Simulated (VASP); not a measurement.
# Zr: single point with r2SCAN

The system is Zr.

```
Zr
1.0
     1.60922   -5.37969    0.00000
     1.60922    5.37969    0.00000
     0.00000    0.00000    5.44449
Zr
4
Direct
  0.13416 0.86584 0.99958
  0.63416 0.36584 0.50042
  0.86584 0.13416 0.00042
  0.36584 0.63416 0.49958
```

The cell was built by a generator and needn't be a form met in nature.

```yaml
Program: VASP 6.6.1
Task: single point
Functional: r2SCAN
Potentials_or_basis: VASP PAW PBE potentials, release 64 (Zr_sv)
Cutoff: 520 eV
k_mesh: 6 × 6 × 4
Occupations: gaussian, width 0.1 eV
Spin: no spin polarisation
Dipole_correction: no
Further_INCAR_settings: ALGO = Normal; EDIFF = 1e-07; NBANDS = 32
```

- Pressure: 0.1 GPa
- Largest force: 0.015 eV/Å
- Band gap on the k mesh: none (metal or under the smearing width)

Forces in eV/Å, atoms in the order of the input:
```
Zr   0.000  0.000  0.015
Zr   0.000  0.000 -0.015
Zr   0.000  0.000 -0.015
Zr   0.000  0.000  0.015
```

Stress tensor (GPa, compression positive):
```
 0.17  0.00  0.00
 0.00 -0.09  0.00
 0.00  0.00  0.32
```

Levels at points of the mesh, in eV from the Fermi level:
```
           k point  band 21  band 22  band 23  band 24  band 25  band 26  band 27  band 28
(0.00, 0.00, 0.00)    -1.95    -0.58     0.62     0.71     0.96     1.22     1.66     1.72
(0.50, 0.00, 0.00)    -1.13    -1.13    -0.45    -0.45    -0.22    -0.22     1.53     1.53
(0.50, 0.50, 0.00)    -1.69    -1.34    -1.19     0.72     0.84     0.99     1.14     1.90
(0.00, 0.00, 0.50)    -1.56    -1.56    -0.12    -0.12     0.49     0.49     1.71     1.71
(0.50, 0.00, 0.50)    -1.32    -1.32    -0.95    -0.95     0.92     0.92     2.09     2.09
(0.50, 0.50, 0.50)    -1.39    -1.39     0.00     0.00     1.01     1.01     1.25     1.25
```

It took 6.8 min on 1 thread of Intel(R) Xeon(R) 6975P-C (Granite Rapids) (shared host), peak memory 0.32 GiB.

Caveat: the PAW data sets were made with another functional, which shifts forces and pressure a little.
